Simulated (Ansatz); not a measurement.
# MoS2: the cost of one run

Method: DFT PBE+D3(BJ), scalar-relativistic, plane waves, PAW, in Ansatz 0.2.0.

The COD entry's cell or inner coordinates are ideal or old and differ from later refinements, so a difference from it is no clean test against experiment.

16 further runs of the same task are left out: 16 set aside as unsound or not needed.

**1. Starting point**

Symmetry: R-3m, No. 166, trigonal system. The conventional cell has a = 3.134 Å, b = 3.134 Å, c = 17.864 Å, α = 90.00°, β = 90.00°, γ = 120.00°. Mo (site symmetry -3m) is surrounded by 6 S at 2.42 Å. Around S (site symmetry 3m) lie 3 Mo at 2.42 Å.

Structure file:

```xyz
3
Lattice="1.5671 0.9048 5.9545 -1.5671 0.9048 5.9545 0.0000 -1.8095 5.9545" Properties=species:S:1:pos:R:3 pbc="T T T"
Mo    0.0000    0.0000    0.0000
S     0.0000    0.0000   13.5116
S     0.0000    0.0000    4.3520
```

It is the result of an earlier relaxation at this level (volume 16.89 Å³/atom; gap on the mesh: none (metal)).

**2. The scan**

Rigid slide and opening across a plane, one cut a cell; the plane is (0 0 1) of the conventional cell, and the faces at the cut hold S and S.

- slide along a1 + a2 (5.429 Å): 8 values from 0.000 to 0.875, periodic
- opening across the cut: 6 values from −0.25 to 2.80 Å

Nothing else is relaxed (rigid halves). Energies count from the perfect crystal. Points are written as (first, second).

**3. Grid point (0.375, −0.25 Å)**

input.yaml

```yaml
crystal:
  lattice:
    - [-3.1342106946, 0.0, 0.0]
    - [-1.5671053473, -2.7143060823, 0.0]
    - [-1.7629935157, -1.0178647809, 17.6135570258]
  atoms:
    - { symbol: Mo, position: [0.6032732272, 0.6032732272, 0.1690491719] }
    - { symbol: Mo, position: [0.6830581574, -0.3169418426, 0.8451782468] }
    - { symbol: Mo, position: [0.1431656923, 0.1431656923, 0.5071137094] }
    - { symbol: S, position: [0.3156064806, 0.3156064806, 0.9361604962] }
    - { symbol: S, position: [-0.2242859845, 0.7757140155, 0.5980959587] }
    - { symbol: S, position: [0.2358215504, 0.2358215504, 0.2600314213] }
    - { symbol: S, position: [0.5106173691, 0.5106173691, 0.4161314601] }
    - { symbol: S, position: [0.970724904, -0.029275096, 0.0780669226] }
    - { symbol: S, position: [0.0505098343, 0.0505098343, 0.7541959975] }
basis:
  ecutwfc: 420
kpoints:
  mp_grid: { grid: [14, 14, 3] }
hamiltonian:
  xc: pbe
  dispersion: d3bj
scf:
  occupations: { method: gaussian, width: 0.15 }
output:
  forces: true
  stress: true
  eigenvalues: true
```

Started as:

```
$ ansatz run input.yaml --threads 4 --pin off --max-ram 8192MiB --backend cpu --events-out ev --progress --plain --runs-dir out
```

**Question.** How long does this run take on 4 threads of Intel Xeon at 2.70GHz, shared host, and how much memory does it need?

About 17 s, with a peak of 1.1 GiB.
